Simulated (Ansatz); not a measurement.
# SnO (P4/nmm) in Ansatz: single point with PBE

Aim: the single point of SnO with PBE.

Everything below comes from runs of Ansatz 0.2.0. Logs are shortened: lines on timing, memory, paths and dates and some standing lists are left out, and cuts for length are marked.

### 1 Starting point

Symmetry: P4/nmm, No. 129, tetragonal system. The conventional cell has a = 3.814 Å, b = 3.814 Å, c = 4.887 Å, α = 90.00°, β = 90.00°, γ = 90.00°. Sn (site symmetry 4mm) has 4 O at 2.23 Å as nearest neighbours. Around O (site symmetry -4m2) lie 4 Sn at 2.23 Å.

The cell is a database's computed one.

### 2 Single point, PBE

The input, input.yaml:

```yaml
crystal:
  lattice:
    - [3.81369522, 0.0, 0.0]
    - [0.0, 3.81369522, 0.0]
    - [0.0, 0.0, 4.8869133]
  atoms:
    - { symbol: Sn, position: [0.5, 0.0, 0.76462614] }
    - { symbol: Sn, position: [0.0, 0.5, 0.23537386] }
    - { symbol: O, position: [0.0, 0.0, 0.0] }
    - { symbol: O, position: [0.5, 0.5, 0.0] }
hamiltonian:
  xc: pbe
  pseudopotentials: { kind: paw }
kpoints:
  mp_grid: { grid: [5, 5, 4] }
scf:
  occupations: { method: fermi_dirac, width: 0.05 }
output:
  forces: true
  stress: true
  eigenvalues: true
```

Potentials or basis: Ansatz PAW.

Launch:

```
$ ansatz run input.yaml --threads 2 --pin off --max-ram 5120MiB --backend cpu --events-out ev --progress --plain --runs-dir out
```

Output:

```text
Warning: RAYON_NUM_THREADS=2 ignored (pool sized by the plan → 2); use --threads N
Engine: ansatz 0.2.0, x86_64-unknown-linux-gnu
Pseudopotentials: kind: paw
Pseudopotential: Sn, paw, valence charge 14, recommended cutoff 420 eV (normal), Sn.paw.azcp
Pseudopotential: O, paw, valence charge 6, recommended cutoff 420 eV (normal), O.paw.azcp
Functional definition: PBE
  parameter kappa = 0.804
  parameter beta = 0.06672455060314922
  exchange = pbe_x(kappa = kappa, mu = beta*pi^2/3)
  correlation = pbe_c(beta = beta)
Crystal: 4 atoms, lattice volume = 71.077 Å³
Basis set: ecut = 420 eV, 1409 PW (Γ), exchange–correlation on 54×54×72 points (8 copies of the dense FFT grid, shifted against one another)
Bands: 24, of which v1, the nominal top of the filled ones, is band 20 counted from 1 (19 counted from 0)
Symmetry: 16 space group operations
Space group: P4/nmm (ITA 129), of the structure as read, at distance tolerance 4.1e-5 Å
k-points: 18 of 100
Non-local potential: Sn, projectors of the file, l = 0: 2, l = 1: 2, l = 2: 2, l = 3: 2
Non-local potential: O, projectors of the file, l = 0: 2, l = 1: 2, l = 2: 1
PAW form: soft (Blöchl's): semilocal exchange-correlation on the pseudo side does not see the compensation charge
PAW one-centre angular grid: Sn, 590 points (default); XC on 64 Gauss nodes
PAW one-centre angular grid: O, 110 points (default); XC on 64 Gauss nodes
Initial density: superposition of atomic densities (neutral atoms: chi_scale 0, normalization atom), corrected by the library's trained network
Initial wavefunctions: pseudopotential atomic-orbital guess
Functional: x = pbe(κ = 0.804, μ = 0.2195149727645171), c = pbe(β = 0.06672455060314922)
SCF iter   1: F=—  HF=-13183.368352 eV  |F-HF|=—  |Δ(HF+E_count)|=         —  Δρ=1.44e-3  dr2=1.18e-3  ethr=1.77e-3  ⟨swp⟩=6.0  Hψ=1984  notcnv=0
preconditioner: auto → Resta (q_TF=auto, 2.479 Å⁻¹)  ε∞=3.4  [insulator: Δε(μ)=0.567 eV  Ē_g=18.109 eV  σ=0.050 eV  W_gap=0.99  n_scr=18 (ndim 8)  ℏωp=27.9 eV  f_vac=0.021  D(μ)=0.01/eV (n_scr^D=0)  ε∞_Penn≈3.4]
SCF iter   2: F=—  HF=-13183.367938 eV  |F-HF|=—  |Δ(HF+E_count)|=   4.14e-4  Δρ=8.97e-4  dr2=3.51e-4  ethr=2.94e-6  ⟨swp⟩=2.0  Hψ=950  notcnv=0
SCF iter   3: F=—  HF=-13183.368282 eV  |F-HF|=—  |Δ(HF+E_count)|=   3.43e-4  Δρ=2.97e-4  dr2=5.15e-5  ethr=8.77e-7  ⟨swp⟩=2.0  Hψ=792  notcnv=0
SCF iter   4: F=—  HF=-13183.368307 eV  |F-HF|=—  |Δ(HF+E_count)|=   2.49e-5  Δρ=1.01e-4  dr2=6.45e-6  ethr=1.29e-7  ⟨swp⟩=2.0  Hψ=576  notcnv=0
SCF iter   5: F=—  HF=-13183.368310 eV  |F-HF|=—  |Δ(HF+E_count)|=   2.92e-6  Δρ=9.96e-5  dr2=6.19e-6  ethr=1.61e-8  ⟨swp⟩=2.0  Hψ=792  notcnv=0
SCF iter   6: F=—  HF=-13183.368308 eV  |F-HF|=—  |Δ(HF+E_count)|=   1.17e-6  Δρ=1.54e-5  dr2=1.51e-7  ethr=1.55e-8  ⟨swp⟩=2.0  Hψ=580  notcnv=0
SCF iter   7: F=-13183.368308 eV  HF=-13183.368308 eV  |F-HF|=6.05e-9  |Δ(HF+E_count)|=   1.24e-7  Δρ=3.21e-6  dr2=8.23e-9  ethr=2.50e-10  ⟨swp⟩=5.9  Hψ=1821  notcnv=0
SCF 1 converged in 7 iterations: F = -13183.368308 eV  dr2 = 8.23e-9
SCF converged after 7 iterations
Free energy (F): -13183.368308 eV
Harris-Foulkes:  -13183.368308 eV  (|F-HF|=6.05e-9)
Internal energy: -13183.368204 eV  (E = F + TS)
E sigma→0 (E₀):  -13183.368256 eV
Entropy (-TS):   -0.000104 eV (-0.026 meV/atom)
Fermi energy:    10.035873 eV
--- Per-component energies (eV) ---
  E_band       = -191.667128
  E_kinetic    = 724.494076
  E_local      = -2719.503491  (includes V_loc(G=0)·N_el)
  E_nonlocal   = 32.146521
  E_hartree    = 1467.041092
  E_xc         = -913.114056
  E_vxc        = -380.826169  (∫ρ·V_xc dr)
  E_paw        = -8589.078697  (= ΣΔE_a)
  E_vpaw       = -782.064905  (= ΣTr[D̂ρ^β])
  E_aug_tail   = 0.004836  (compensation charges beyond the density's cutoff)
  E_ewald      = -3185.358485
  E_smearing   = -0.000104  (= −TS)
  E_closure    = -0.000000  (closes the sum)
  Σ components = -13183.368308   (vs F -13183.368308, Δ=0.00e0)
--- Forces (eV/Å), atoms counted from 1 ---
  atom   1  Sn     0.00000000     0.00000000    -0.36630524
  atom   2  Sn     0.00000000     0.00000000     0.36630524
  atom   3  O      0.00000000     0.00000000     0.00000000
  atom   4  O      0.00000000     0.00000000    -0.00000000
  max |Σ_I F_I| component: 0.00e0 eV/Å
--- Stress (GPa, compression-positive) ---
        3.942034       0.000000       0.000000
        0.000000       3.942034       0.000000
        0.000000       0.000000       3.026674
  P = ⅓ Tr σ = 3.6369 GPa (36.369 kbar)
--- Band table (eV; the first three rows and the last of 18) ---
  k-point 0: bands = ["-12.2240", "-11.7900", "-11.7842", "-11.7842", "-11.7475", "-11.7303", "-11.6942", "-11.6838", "-11.6615", "-11.6615", "-10.4076", "-7.7797", "2.1360", "3.1624", "3.5460", "3.5460", "6.3214", "6.6208", "6.6208", "9.7903", "11.8645", "14.0773", "14.5117", "14.5117"]
  k-point 1: bands = ["-12.2167", "-11.7974", "-11.7719", "-11.7719", "-11.7416", "-11.7235", "-11.7001", "-11.6904", "-11.6751", "-11.6751", "-10.3909", "-7.7800", "1.1655", "3.5976", "3.5976", "4.7457", "6.2907", "6.6129", "6.6129", "9.1258", "11.4833", "13.3824", "13.3824", "14.0228"]
  k-point 2: bands = ["-12.2092", "-11.8050", "-11.7545", "-11.7545", "-11.7330", "-11.7090", "-11.7087", "-11.7047", "-11.6938", "-11.6938", "-10.3740", "-7.7803", "0.6834", "3.6508", "3.6508", "6.2591", "6.5885", "6.6045", "6.6045", "7.5702", "11.5183", "12.8157", "12.8157", "13.4816"]
  k-point 17: bands = ["-12.1396", "-12.1097", "-11.7627", "-11.7540", "-11.7362", "-11.7331", "-11.6898", "-11.6883", "-11.6615", "-11.6602", "-8.8423", "-8.5864", "0.9314", "1.2175", "3.8124", "4.3891", "6.8204", "7.2284", "7.2913", "7.4279", "12.2196", "12.5590", "12.8904", "14.1665"]
```

Run time: 2.3 s. Hardware: 2 threads of Intel Xeon at 2.50GHz (Skylake/Cascade Lake), shared host; peak memory 0.36 GiB.

What came out:

| Item | Value |
| --- | --- |
| Free energy | -13183.3683 eV |
| Pressure | 3.6 GPa |
| Largest force | 0.366 eV/Å |
| Band gap on the k mesh | 0.56 eV, indirect (least direct gap 2.07 eV) |

Forces in eV/Å, atoms in the order of the input:
```
Sn   0.000  0.000 -0.366
Sn   0.000  0.000  0.366
O    0.000  0.000  0.000
O    0.000  0.000  0.000
```

Caveat: odd divisions of the mesh miss points on the zone boundary, where band edges often lie, so the gap on the mesh can be too wide; the pressure holds a Pulay correction of +0.5 GPa for the finite cutoff; spin-orbit coupling is left out, which moves the levels of the heavy elements.
